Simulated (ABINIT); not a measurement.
# AlAs (F-43m): changed settings of a GW run in ABINIT, part 2 of 3

A base run on AlAs (F-43m), then changed inputs.

ABINIT 10.8.3; PBE and many-body steps on it, plane waves. Known limits of the many-body steps: not at the basis limit; no spin-orbit coupling; coarse k mesh.

So far. Step 3 (Base): The gap on the mesh goes from 1.44 eV to 1.84 eV, a correction of +0.40 eV. Step 5 (Broadening of the poles): Against G0W0 in ABINIT (4×4×4 mesh, 73 bands, screening to 136.1 eV, Godby-Needs plasmon pole), the gap moves by +0.000 eV.

### 6. Smaller part of the screening matrix

Level of this step: G0W0 on PBE, plane waves, norm-conserving pseudopotentials (ABINIT).

Input file run.abi:

```
acell 3*1.0 Angstrom
rprim 
  -0.000000000000 2.830400000000 2.830400000000
  2.830400000000 0.000000000000 2.830400000000
  2.830400000000 2.830400000000 0.000000000000
ntypat 2
znucl 13 33
natom 2
typat 1 2
xred 
  0.000000000000 0.000000000000 0.000000000000
  0.250000000000 0.250000000000 0.250000000000
pp_dirpath "pseudos"
pseudos "Al.upf, As.upf"
ecut 44
ngkpt 4 4 4
nshiftk 1
shiftk 0 0 0
kptopt 1
chksymbreak 0
istwfk *1
occopt 1
irdwfk 1
optdriver 4
nband 73
gwcalctyp 0
ecutsigx 44
symsigma 1
nkptgw 2
kptgw 
  0.0000000000 0.0000000000 0.0000000000
  0.5000000000 0.5000000000 0.0000000000
bdgw 
  11 17
  12 15
ecuteps 2.5
irdscr 1
ppmodel 1
indata_prefix "in"
outdata_prefix "out"
tmpdata_prefix "tmp"
```

Command:

```sh
$ OMP_NUM_THREADS=1 mpirun -n 8 abinit run.abi > log
```

The program printed:

```text
.Version 10.8.3 of ABINIT. v10.8.2 released Aug 2026.

 Symmetries : space group F-4 3 m (#216); Bravais cF (face-center cubic)
[... echo of the input left out ...]
== DATASET  1 ==================================================================
-   mpi_nproc: 8, omp_nthreads: 1 (-1 if OMP is not activated)

--- !DatasetInfo
iteration_state: {dtset: 1, }
dimensions: {natom: 2, nkpt: 8, mband: 73, nsppol: 1, nspinor: 1, nspden: 1, mpw: 4314, }
cutoff_energies: {ecut:  44.0, pawecutdg:  -1.0, }
electrons: {nelect:   2.60000000E+01, charge:   0.00000000E+00, occopt:   1.00000000E+00, tsmear:   1.00000000E-02, }

 SIGMA: Calculation of the GW corrections

 Based on a program developped by R.W. Godby, V. Olevano, G. Onida, and L. Reining.
 Incorporated in ABINIT by V. Olevano, G.-M. Rignanese, and M. Torrent.
.Using double precision arithmetic ; gwpc =  8

[... cell and pseudopotentials left out ...]
--------------------------------------------------------------------------------

 ==== K-mesh for the wavefunctions ====
 Number of points in the irreducible wedge :     8
[... list of points left out ...]
 Together with 24 symmetry operations and time-reversal symmetry
 yields    64 points in the full Brillouin Zone.

 ==== Q-mesh for screening function ====
 Number of points in the irreducible wedge :     8
[... list of points left out ...]
 Together with 24 symmetry operations and time-reversal symmetry
 yields    64 points in the full Brillouin Zone.

 vcoul_init : cutoff-mode = AUXILIARY_FUNCTION
 q-points for optical limit:   1
     1)      0.000010    0.000020    0.000030
 setmesh: FFT mesh size selected  =    45x   45x   45
          total number of points  =        91125

 Number of electrons calculated from density =   26.0000; Expected =   26.0000
[...]
number of omega for Sigma on real axis              0
 max omega for Sigma on real axis  [eV]           0.00
 zcut for avoiding poles [eV]                     0.10

 EPSILON^-1 parameters (SCR file):
 dimension of the eps^-1 matrix on file            169
 dimension of the eps^-1 matrix used                59
 number of plane-waves for wavefunctions          4279
 number of bands                                    73
 number of q-points in IBZ                           8
 number of frequencies                               2
 number of real frequencies                          1
 number of imag frequencies                          1

 matrix elements of self-energy operator (all in [eV])

 Perturbative Calculation

--- !SelfEnergy_ee
iteration_state: {dtset: 1, }
kpoint     : [   0.000,    0.000,    0.000, ]
spin       : 1
KS_gap     :    2.044
QP_gap     :    2.718
Delta_QP_KS:    0.673
data: !SigmaeeData |
     Band     E0 <VxcDFT>   SigX SigC(E0)      Z dSigC/dE  Sig(E)    E-E0       E
       11   4.434 -13.057 -14.997   1.549   0.788  -0.268 -13.365  -0.308   4.126
       12   4.434 -13.057 -14.997   1.549   0.788  -0.268 -13.365  -0.308   4.126
       13   4.434 -13.057 -14.997   1.549   0.788  -0.268 -13.365  -0.308   4.126
[...]
--- !SelfEnergy_ee
iteration_state: {dtset: 1, }
kpoint     : [   0.500,    0.500,    0.000, ]
spin       : 1
KS_gap     :    3.609
QP_gap     :    4.182
Delta_QP_KS:    0.573
data: !SigmaeeData |
     Band     E0 <VxcDFT>   SigX SigC(E0)      Z dSigC/dE  Sig(E)    E-E0       E
[...]
14   5.870  -8.423  -4.736  -3.677   0.803  -0.245  -8.415   0.008   5.877
       15   6.735  -9.140  -5.244  -3.690   0.801  -0.249  -8.975   0.165   6.899

== END DATASET(S) ==============================================================
================================================================================

 -outvars: echo values of variables after computation  --------
           etotal      0.0000000000E+00
            nband          73
             nkpt           8
          spgroup         216
 [... the other variables as echoed above ...]

 Calculation completed.
```

Elapsed: 5.2 s, on 8 MPI ranks of Intel Xeon Platinum 8259CL at 2.50GHz (Skylake/Cascade Lake), shared host; peak memory 0.47 GiB.

This step gave:

- G0W0 gap on the points computed: 1.751 eV
- starting gap on the mesh: 1.436 eV
- k of the valence top: 0, 0, 0
- k of the conduction bottom: 0.5, 0.5, 0
- Z at the valence top: 0.788
- Z at the conduction bottom: 0.803
- least direct G0W0 gap on the computed points: 2.717 eV

### 7. Fewer bands in the self-energy

Changes to run.abi since step 6:

```diff
@@ -24,3 +24,3 @@
 optdriver 4
-nband 73
+nband 23
 gwcalctyp 0
@@ -35,3 +35,3 @@
   12 15
-ecuteps 2.5
+ecuteps 5
 irdscr 1
```

The program printed:

```text
.Version 10.8.3 of ABINIT. v10.8.2 released Aug 2026.

 Symmetries : space group F-4 3 m (#216); Bravais cF (face-center cubic)
[... echo of the input left out ...]
== DATASET  1 ==================================================================
-   mpi_nproc: 8, omp_nthreads: 1 (-1 if OMP is not activated)

--- !DatasetInfo
iteration_state: {dtset: 1, }
dimensions: {natom: 2, nkpt: 8, mband: 23, nsppol: 1, nspinor: 1, nspden: 1, mpw: 4314, }
cutoff_energies: {ecut:  44.0, pawecutdg:  -1.0, }
electrons: {nelect:   2.60000000E+01, charge:   0.00000000E+00, occopt:   1.00000000E+00, tsmear:   1.00000000E-02, }

 SIGMA: Calculation of the GW corrections

 Based on a program developped by R.W. Godby, V. Olevano, G. Onida, and L. Reining.
 Incorporated in ABINIT by V. Olevano, G.-M. Rignanese, and M. Torrent.
.Using double precision arithmetic ; gwpc =  8

[... cell and pseudopotentials left out ...]
--------------------------------------------------------------------------------

 ==== K-mesh for the wavefunctions ====
 Number of points in the irreducible wedge :     8
[... list of points left out ...]
 Together with 24 symmetry operations and time-reversal symmetry
 yields    64 points in the full Brillouin Zone.

 ==== Q-mesh for screening function ====
 Number of points in the irreducible wedge :     8
[... list of points left out ...]
 Together with 24 symmetry operations and time-reversal symmetry
 yields    64 points in the full Brillouin Zone.

 vcoul_init : cutoff-mode = AUXILIARY_FUNCTION
 q-points for optical limit:   1
     1)      0.000010    0.000020    0.000030
 setmesh: FFT mesh size selected  =    45x   45x   45
          total number of points  =        91125

 Number of electrons calculated from density =   26.0000; Expected =   26.0000
[...]
number of omega for Sigma on real axis              0
 max omega for Sigma on real axis  [eV]           0.00
 zcut for avoiding poles [eV]                     0.10

 EPSILON^-1 parameters (SCR file):
 dimension of the eps^-1 matrix on file            169
 dimension of the eps^-1 matrix used               169
 number of plane-waves for wavefunctions          4279
 number of bands                                    73
 number of q-points in IBZ                           8
 number of frequencies                               2
 number of real frequencies                          1
 number of imag frequencies                          1

 matrix elements of self-energy operator (all in [eV])

 Perturbative Calculation

--- !SelfEnergy_ee
iteration_state: {dtset: 1, }
kpoint     : [   0.000,    0.000,    0.000, ]
spin       : 1
KS_gap     :    2.044
QP_gap     :    2.654
Delta_QP_KS:    0.610
data: !SigmaeeData |
     Band     E0 <VxcDFT>   SigX SigC(E0)      Z dSigC/dE  Sig(E)    E-E0       E
       11   4.434 -13.057 -14.997   2.484   0.798  -0.252 -12.623   0.434   4.868
       12   4.434 -13.057 -14.997   2.484   0.798  -0.252 -12.623   0.434   4.868
       13   4.434 -13.057 -14.997   2.484   0.798  -0.252 -12.623   0.434   4.868
[...]
--- !SelfEnergy_ee
iteration_state: {dtset: 1, }
kpoint     : [   0.500,    0.500,    0.000, ]
spin       : 1
KS_gap     :    3.609
QP_gap     :    4.159
Delta_QP_KS:    0.550
data: !SigmaeeData |
     Band     E0 <VxcDFT>   SigX SigC(E0)      Z dSigC/dE  Sig(E)    E-E0       E
[...]
14   5.870  -8.423  -4.736  -2.999   0.812  -0.232  -7.865   0.558   6.427
       15   6.735  -9.140  -5.244  -2.902   0.811  -0.233  -8.334   0.806   7.541

== END DATASET(S) ==============================================================
================================================================================

 -outvars: echo values of variables after computation  --------
           etotal      0.0000000000E+00
            nband          23
             nkpt           8
          spgroup         216
 [... the other variables as echoed above ...]

 Calculation completed.
```

It took 7.3 s on 8 MPI ranks; peak memory 1.4 GiB.

This step gave:

| Property | Result |
| --- | --- |
| G0W0 gap on the points computed | 1.559 eV |
| starting gap on the mesh | 1.436 eV |
| k of the valence top | 0, 0, 0 |
| k of the conduction bottom | 0.5, 0.5, 0 |
| Z at the valence top | 0.798 |
| Z at the conduction bottom | 0.812 |
| least direct G0W0 gap on the computed points | 2.654 eV |

### 8. No symmetry in the self-energy

Changes to run.abi since step 7:

```diff
@@ -24,6 +24,6 @@
 optdriver 4
-nband 23
+nband 73
 gwcalctyp 0
 ecutsigx 44
-symsigma 1
+symsigma 0
 nkptgw 2
```

The program printed:

```text
.Version 10.8.3 of ABINIT. v10.8.2 released Aug 2026.

 Symmetries : space group F-4 3 m (#216); Bravais cF (face-center cubic)
[... echo of the input left out ...]
== DATASET  1 ==================================================================
-   mpi_nproc: 8, omp_nthreads: 1 (-1 if OMP is not activated)

--- !DatasetInfo
iteration_state: {dtset: 1, }
dimensions: {natom: 2, nkpt: 8, mband: 73, nsppol: 1, nspinor: 1, nspden: 1, mpw: 4314, }
cutoff_energies: {ecut:  44.0, pawecutdg:  -1.0, }
[...]
Band     E0 <VxcDFT>   SigX SigC(E0)      Z dSigC/dE  Sig(E)    E-E0       E
[...]
14   5.870  -8.423  -4.736  -3.671   0.803  -0.246  -8.410   0.012   5.882
       15   6.735  -9.140  -5.244  -3.700   0.800  -0.250  -8.984   0.156   6.891

== END DATASET(S) ==============================================================
================================================================================

 -outvars: echo values of variables after computation  --------
           etotal      0.0000000000E+00
            nband          73
             nkpt           8
          spgroup         216
 [... the other variables as echoed above ...]

 Calculation completed.
```

Wall time 23 s (8 MPI ranks); peak memory 1.4 GiB.

This step gave:

```
G0W0 gap on the points computed              : 1.837 eV
starting gap on the mesh                     : 1.436 eV
k of the valence top                         : 0, 0, 0
k of the conduction bottom                   : 0.5, 0.5, 0
least direct G0W0 gap on the computed points : 2.761 eV
```

Against G0W0 in ABINIT (4×4×4 mesh, 73 bands, screening to 136.1 eV, Godby-Needs plasmon pole), the gap moves by +0.000 eV.

### 9. Exchange cutoff of one hartree

Changes to run.abi since step 8:

```diff
@@ -26,4 +26,4 @@
 gwcalctyp 0
-ecutsigx 44
-symsigma 0
+ecutsigx 1
+symsigma 1
 nkptgw 2
```

The program printed:

```text
.Version 10.8.3 of ABINIT. v10.8.2 released Aug 2026.

 Symmetries : space group F-4 3 m (#216); Bravais cF (face-center cubic)
[... echo of the input left out ...]
== DATASET  1 ==================================================================
-   mpi_nproc: 8, omp_nthreads: 1 (-1 if OMP is not activated)

--- !DatasetInfo
iteration_state: {dtset: 1, }
dimensions: {natom: 2, nkpt: 8, mband: 73, nsppol: 1, nspinor: 1, nspden: 1, mpw: 4314, }
cutoff_energies: {ecut:  44.0, pawecutdg:  -1.0, }
electrons: {nelect:   2.60000000E+01, charge:   0.00000000E+00, occopt:   1.00000000E+00, tsmear:   1.00000000E-02, }

 SIGMA: Calculation of the GW corrections

 Based on a program developped by R.W. Godby, V. Olevano, G. Onida, and L. Reining.
 Incorporated in ABINIT by V. Olevano, G.-M. Rignanese, and M. Torrent.
.Using double precision arithmetic ; gwpc =  8

[... cell and pseudopotentials left out ...]
--------------------------------------------------------------------------------

 ==== K-mesh for the wavefunctions ====
 Number of points in the irreducible wedge :     8
[... list of points left out ...]
 Together with 24 symmetry operations and time-reversal symmetry
 yields    64 points in the full Brillouin Zone.

 ==== Q-mesh for screening function ====
 Number of points in the irreducible wedge :     8
[... list of points left out ...]
 Together with 24 symmetry operations and time-reversal symmetry
 yields    64 points in the full Brillouin Zone.

 vcoul_init : cutoff-mode = AUXILIARY_FUNCTION
 q-points for optical limit:   1
     1)      0.000010    0.000020    0.000030
 setmesh: FFT mesh size selected  =    25x   25x   25
          total number of points  =        15625

 Number of electrons calculated from density =   26.0000; Expected =   26.0000
[...]
number of omega for Sigma on real axis              0
 max omega for Sigma on real axis  [eV]           0.00
 zcut for avoiding poles [eV]                     0.10

 EPSILON^-1 parameters (SCR file):
 dimension of the eps^-1 matrix on file            169
 dimension of the eps^-1 matrix used                15
 number of plane-waves for wavefunctions          4279
 number of bands                                    73
 number of q-points in IBZ                           8
 number of frequencies                               2
 number of real frequencies                          1
 number of imag frequencies                          1

 matrix elements of self-energy operator (all in [eV])

 Perturbative Calculation

--- !SelfEnergy_ee
iteration_state: {dtset: 1, }
kpoint     : [   0.000,    0.000,    0.000, ]
spin       : 1
KS_gap     :    2.044
QP_gap     :    2.856
Delta_QP_KS:    0.812
data: !SigmaeeData |
     Band     E0 <VxcDFT>   SigX SigC(E0)      Z dSigC/dE  Sig(E)    E-E0       E
       11   4.434 -13.057 -12.018   1.924   0.801  -0.248 -10.683   2.374   6.808
       12   4.434 -13.057 -12.018   1.924   0.801  -0.248 -10.683   2.374   6.808
       13   4.434 -13.057 -12.018   1.924   0.801  -0.248 -10.683   2.374   6.808
[...]
--- !SelfEnergy_ee
iteration_state: {dtset: 1, }
kpoint     : [   0.500,    0.500,    0.000, ]
spin       : 1
KS_gap     :    3.609
QP_gap     :    3.256
Delta_QP_KS:   -0.353
data: !SigmaeeData |
     Band     E0 <VxcDFT>   SigX SigC(E0)      Z dSigC/dE  Sig(E)    E-E0       E
[...]
14   5.870  -8.423  -3.737  -3.547   0.808  -0.238  -7.503   0.919   6.789
       15   6.735  -9.140  -4.133  -3.475   0.807  -0.239  -7.904   1.236   7.971

== END DATASET(S) ==============================================================
================================================================================

 -outvars: echo values of variables after computation  --------
           etotal      0.0000000000E+00
            nband          73
             nkpt           8
          spgroup         216
 [... the other variables as echoed above ...]

 Calculation completed.
```

Wall time 4.1 s (8 MPI ranks); peak memory 0.55 GiB.

The run ended normally, though the input holds a fault or crude settings.

The fault put into this input: exchange cutoff of one hartree. It printed a gap of -0.02 eV, an artefact of the input.

(Part 2 of 3 ends here.)

[Paths, hosts, dates, memory and timing lines, banners, echoed tables and standing remarks are left out of the program output.]

[Logs are printed without paths, hosts, clocks, repeated set-up lines and the standing remarks that a program may print on its own settings, such as how far it seeks lower states.]

[Runs of the session that timed out or met a known fault of the program may be left out.]

[Hosts, paths, dates, database ids (printed as entryN), source tags and the programs' standing remarks are cut or masked in the printed files.]

[G0W0 gaps are taken among the corrected bands and points alone; a level outside them can change the order at an edge.]

[Where Ansatz stands beside ABINIT at settings called matched, ABINIT's density can come from a denser mesh and the files from another edition; pairs whose starting gaps differed by over 0.03 eV were left out, so agreement reads better than it is.]
